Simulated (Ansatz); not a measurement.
Reactions of `CC(C)[O][AlH][F]`.

Program: Ansatz. Geometries: PBE0-D4/def2-TZVP. ΔE: electronic, gas phase. CCSD(T)/CBS is the MP2 limit (def2-TZVPP, def2-QZVPP) plus CCSD(T) − MP2 in def2-TZVPP, frozen cores. This one scheme is used for every species, atoms too. Functionals use def2-TZVPP. No spin–orbit coupling; open shells (•) take unrestricted orbitals. Spin–orbit coupling would lower the free atoms: a little for Al, C, F, O. One conformer a species, not always the lowest.

```tsv
reaction	ωB97M-V (kJ/mol)	r2SCAN-D4 (kJ/mol)	HF/CBS(def2) (kJ/mol)	B2PLYP (kJ/mol)
`CC(C)[O][AlH][F]` + HCl → `CC(C)[O][AlH][Cl]` + H–F	20	20	24	24
`CC(C)[O][AlH][F]` → Al• + 3 C• + F• + 8 H• + O•	5509	5511	4132	5447
`CC(C)[O][AlH][F]` + H₂ → `CC(C)[O][AlH2]` + H–F	176	182	172	180
`CC(C)[O][AlH][F]` → `[F][AlH]`• + `CC(C)[O]`•	508	477	374	496
`CC(C)[O][AlH][F]` → `C[CH]C`• + `[O][AlH][F]`•	435	406	270	419
`CC(C)[O][AlH][F]` → `[F][AlH2]` + acetone	208	211	181	199
```

Give the CCSD(T)/CBS values in the same order. (An estimate is asked.)

Ansatz gave: 17, 5511, 175, 519, 443, 213 kJ/mol.

Largest T1 diagnostic: 0.018, for Al•.
